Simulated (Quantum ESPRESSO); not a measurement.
The system is NiO2.

```
Ni O
1.0
     2.79878    0.00000    0.00000
    -1.39939    2.42382    0.00000
     0.00000    0.00000    4.61827
Ni O
1 2
Cartesian
  0.0000 0.0000 2.3091
  0.0000 1.6159 1.3576
  1.3994 0.8079 3.2607
```

The cell comes from a database or a generator and needn't be the stable form of this composition.

Base run:

* Program: Quantum ESPRESSO 7.5
* Functional: LDA
* Potentials or basis: GBRV 1.5 LDA
* Cutoff: 612 eV
* Density cutoff: 4898 eV
* k mesh: 11 × 11 × 6
* Occupations: fermi-dirac, width 0.05 eV
* Spin: collinear spin, ferromagnetic start
* Starting moments: [1.0, 0.0, 0.0] μB

Its results: band gap on the k mesh 0.87 eV, indirect (least direct gap 1.14 eV); pressure -10.4 GPa; net moment 0.00 μB per cell; largest force 0.778 eV/Å.

Problem. The run is repeated on the same cell with these changes: functional from LDA to PBEsol; potentials or basis from GBRV 1.5 LDA to GBRV 1.5 PBEsol. What comes out?

Solution. Band gap on the k mesh 0.92 eV, indirect (least direct gap 1.18 eV); pressure -4.1 GPa; net moment 0.00 μB per cell; largest force 0.414 eV/Å.

A k mesh can miss the band edges.
